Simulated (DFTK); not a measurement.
# Bi (Im-3m) in DFTK: a series of runs, part 2 of 2

DFTK 0.8.2. The steps go on from the part before.

### 5 Band structure, BJ06

File run.jl:

```julia
using DFTK
using PseudoPotentialData
using Unitful, UnitfulAtomic
using LinearAlgebra, Printf
using AtomsBase
include("save.jl")
disable_threading()

cell = [[-1.9814305318, 1.9814305318, 1.9814305318],
        [1.9814305318, -1.9814305318, 1.9814305318],
        [1.9814305318, 1.9814305318, -1.9814305318]]u"Å"
system = periodic_system([:Bi => [0.0, 0.0, 0.0]],
                         cell; fractional=true)
lattice   = austrip.(hcat(cell_vectors(system)...))
symbols   = atomic_symbol(system, :) .|> Symbol
positions = [lattice \ austrip.(position(system, i)) for i in 1:length(system)]
pseudopotentials = Dict(:Bi => "Bi.upf")
elements = Dict(s => ElementPsp(s, pseudopotentials; rcut=10.0) for s in unique(symbols))
atoms    = [elements[s] for s in symbols]

build_model(lattice, positions; symmetries=true) =
    model_DFT(lattice, atoms, positions;
              functionals=[:mgga_x_tb09, :lda_c_pw],
              temperature=austrip(0.05u"eV"),
              smearing=Smearing.FermiDirac(),
              symmetries)
Ecut  = 45.0  # hartree
kgrid = [7, 7, 7]
tol   = 1e-6
to_GPa = ustrip(uconvert(u"GPa", 1u"hartree/bohr^3"))

model = build_model(lattice, positions)
basis = PlaneWaveBasis(model; Ecut, kgrid)
display(basis)
scfres = self_consistent_field(basis;
                               tol,
                               nbandsalg=AdaptiveBands(model; n_bands_converge=12))
display(scfres.energies)
@printf "Fermi level: %.6f eV\n" ustrip(auconvert(u"eV", something(scfres.εF, NaN)))
println("Levels at the first k-point (eV): ", round.(ustrip.(auconvert.(u"eV", scfres.eigenvalues[1][1:scfres.n_bands_converge])); digits=4))
save_scf!(scfres)

points = Dict("G" => [0.0, 0.0, 0.0], "H" => [0.5, -0.5, 0.5], "P" => [0.25, 0.25, 0.25], "N" => [0.0, 0.0, 0.5])
segments = [("G", "H", 10), ("H", "N", 7), ("N", "G", 7), ("G", "P", 8), ("P", "H", 8), ("P", "N", 5)]
kcoords = vcat([[points[a] + t * (points[b] - points[a]) for t in range(0, 1, n)] for (a, b, n) in segments]...)
bands = compute_bands(scfres, ExplicitKpoints(kcoords); n_bands=14, tol=1e-5)
for (k, ε) in zip(bands.basis.kpoints, bands.eigenvalues)
    @printf "%d %8.4f %8.4f %8.4f " k.spin k.coordinate...
    println(join([@sprintf("%9.4f", e) for e in ustrip.(auconvert.(u"eV", ε .- scfres.εF))]))
end
results["band_energies"] = rows(bands.eigenvalues); results["band_kpoints"] = rows(kcoords)
```

Potentials or basis: SG15 1.2 (PBE).

On the command line:

```console
$ julia --threads=1 run.jl  # save.jl only writes the numbers to a file and isn't shown; printed stress counts tension as positive; times include loading and compiling
```

Log:

```text
PlaneWaveBasis discretization:

    Ecut                 : 45.0 Ha
    fft_size             : (45, 45, 45), 91125 total points
    kgrid                : MonkhorstPack([7, 7, 7])
    num.   red. kpoints  : 343
    num. irred. kpoints  : 20

    Discretized Model(mgga_x_tb09+lda_c_pw, 3D):
        lattice (in Bohr)    : [-3.74436  , 3.74436   , 3.74436   ]
                               [3.74436   , -3.74436  , 3.74436   ]
                               [3.74436   , 3.74436   , -3.74436  ]
        unit cell volume     : 209.99 Bohr³

        atoms                : Bi
        atom potentials      : ElementPsp(:Bi, "Bi.upf")

        num. electrons       : 15
        spin polarization    : none
        temperature          : 0.0018375 Ha
        smearing             : DFTK.Smearing.FermiDirac()

        terms                : Kinetic()
                               AtomicLocal()
                               AtomicNonlocal()
                               Ewald(nothing)
                               PspCorrection()
                               Hartree()
                               Xc(mgga_x_tb09, lda_c_pw)
                               Entropy()
n     Energy            log10(ΔE)   log10(Δρ)   log10(Δτ)   Diag   Δtime
---   ---------------   ---------   ---------   ---------   ----   ------
  1   -60.84942448067                   -1.16        0.79    5.8    9.63s
  2   -61.06129593275       -0.67       -0.60        0.05    2.2    6.88s
  3   -61.05234621020   +   -2.05       -0.82       -0.61    3.0    5.93s
  4   -61.05624106391       -2.41       -0.88       -1.67    1.2    5.26s
  5   -61.04976446668   +   -2.19       -1.09       -1.44    1.4    5.19s
  6   -61.04751511386   +   -2.65       -1.20       -1.92    1.0    5.26s
  7   -61.04203508924   +   -2.26       -1.52       -1.42    1.3    5.30s
  8   -61.03997810597   +   -2.69       -1.73       -1.99    1.0    5.06s
  9   -61.03755533327   +   -2.62       -1.87       -1.94    1.1    4.38s
 10   -61.03669643619   +   -3.07       -2.24       -2.22    1.1    5.23s
 11   -61.03617808999   +   -3.29       -2.41       -2.56    1.8    5.69s
 12   -61.03549277659   +   -3.16       -2.99       -2.41    1.9    6.04s
 13   -61.03520974336   +   -3.55       -3.50       -2.84    2.0    6.19s
 14   -61.03536864867       -3.80       -3.86       -3.13    1.8    5.62s
 15   -61.03533460886   +   -4.47       -4.24       -3.97    1.6    5.42s
 16   -61.03533550291       -6.05       -4.39       -4.61    1.6    5.34s
 17   -61.03533511082   +   -6.41       -4.64       -4.75    1.1    5.28s
 18   -61.03533252484   +   -5.59       -5.40       -4.85    1.8    5.59s
 19   -61.03533258261       -7.24       -5.57       -5.49    2.4    6.29s
 20   -61.03533200798   +   -6.24       -6.07       -5.47    2.0    5.47s
Energy breakdown (in Ha):
    Kinetic             31.0329650
    AtomicLocal         -31.2910784
    AtomicNonlocal      -22.6524560
    Ewald               -54.6707113
    PspCorrection       5.1637449
    Hartree             12.2509734
    Xc                  -0.8684374
    Entropy             -0.0003321

    total               -61.035332007977
Fermi level: 2.658070 eV
Levels at the first k-point (eV): [-18.3316, -18.3316, -18.3316, -18.1602, -18.1602, -10.5736, 7.6379, 7.6379, 7.6379, 12.7621, 13.2649, 13.2649]
1   0.0000   0.0000   0.0000  -20.9897 -20.9897 -20.9897 -20.8182 -20.8182 -13.2317   4.9798   4.9798   4.9798  10.1040  10.6068  10.6068  10.6068  12.0953
1   0.0556  -0.0556   0.0556  -20.9844 -20.9844 -20.9822 -20.8237 -20.8174 -13.1177   4.1742   4.6377   4.6377   9.7943  10.2642  10.2642  10.8395  12.1392
1   0.1111  -0.1111   0.1111  -20.9684 -20.9684 -20.9607 -20.8394 -20.8174 -12.7780   2.6394   3.7363   3.7363   8.5068  10.2079  10.2079  11.8669  12.2739
1   0.1667  -0.1667   0.1667  -20.9419 -20.9419 -20.9277 -20.8637 -20.8241 -12.2214   1.1179   2.5657   2.5657   7.3145  10.6787  10.6787  12.5075  12.5730
1   0.2222  -0.2222   0.2222  -20.9058 -20.9058 -20.8938 -20.8872 -20.8432 -11.4695  -0.1744   1.3680   1.3680   6.2989  11.5478  11.5478  12.8492  13.2352
1   0.2778  -0.2778   0.2778  -20.9262 -20.8763 -20.8631 -20.8631 -20.8442 -10.5665  -1.1606   0.2785   0.2785   5.4746  11.1681  12.7114  12.7114  13.3027
[... 37 lines left out ...]
1   0.0625   0.0625   0.4375  -21.0338 -20.9562 -20.8292 -20.8269 -20.7328  -9.9871  -4.8644   0.6218   2.5044   7.7659   9.1385  12.7090  13.8463  16.9491
1   0.0000   0.0000   0.5000  -21.0428 -20.9650 -20.8299 -20.8271 -20.7165 -10.0546  -5.0483   1.4594   3.4166   6.5690   8.0234  12.4796  13.7028  16.9747
```

Wall time 2.8 min (1 thread of Intel Xeon Platinum 8259CL at 2.50GHz (Skylake/Cascade Lake), shared host); peak memory 1.8 GiB.

What came out:

```
Band gap on the k mesh : none (metal or under the smearing width)
```

Levels at the corners of the path, in eV from the Fermi level:
```tsv
point	band 3	band 4	band 5	band 6	band 7	band 8	band 9	band 10	band 11	band 12
Γ	-20.99	-20.82	-20.82	-13.23	4.98	4.98	4.98	10.10	10.61	10.61
H	-20.74	-20.74	-20.74	-7.84	-1.87	-1.87	-1.87	4.04	4.04	15.20
N	-20.83	-20.83	-20.72	-10.05	-5.05	1.46	3.42	6.57	8.02	12.48
Γ	-20.99	-20.82	-20.82	-13.23	4.98	4.98	4.98	10.10	10.61	10.61
P	-20.90	-20.83	-20.83	-9.52	-2.25	-2.25	-2.25	15.17	15.17	15.17
H	-20.74	-20.74	-20.74	-7.84	-1.87	-1.87	-1.87	4.04	4.04	15.20
P	-20.90	-20.83	-20.83	-9.52	-2.25	-2.25	-2.25	15.17	15.17	15.17
N	-20.83	-20.83	-20.72	-10.05	-5.05	1.46	3.42	6.57	8.02	12.48
```

Caveat: the program leaves the constant c of mgga_x_tb09 at 1, so the potential is Becke-Johnson's (BJ06) and not Tran and Blaha's, with levels but no total energy; the potentials were made for another functional, which shifts forces and pressure; spin-orbit coupling is left out, which moves the levels of the heavy elements.

### 6 Overview

| task | level | potentials or basis | k mesh | cutoff (eV) | gap on the mesh (eV) |
| --- | --- | --- | --- | --- | --- |
| band structure | PBE | SPMS 1.0 (PBE) | 9 × 9 × 9 | 816 | none |
| equation of state | AM05 | cp2k.nc.sr.pbe.v0_1.semicore.gth (PBE, GTH) | 7 × 7 × 7 | 1061 | - |
| equation of state | LDA | dojo.nc.sr.lda.v0_4_1.standard.upf (LDA) | 7 × 7 × 7 | 952 | - |
| band structure | BJ06 | SG15 1.2 (PBE) | 7 × 7 × 7 | 1225 | none |

Alike in all rows: no spin polarisation; cell as given; smearing fermi-dirac 0.05 eV.

Caveats: spin-orbit coupling is left out, which moves the levels of the heavy elements; the potentials were made for another functional, which shifts forces and pressure (some runs); the program leaves the constant c of mgga_x_tb09 at 1, so the potential is Becke-Johnson's (BJ06) and not Tran and Blaha's, with levels but no total energy (some runs).

Absolute energies hang on the potentials; compare differences alone.
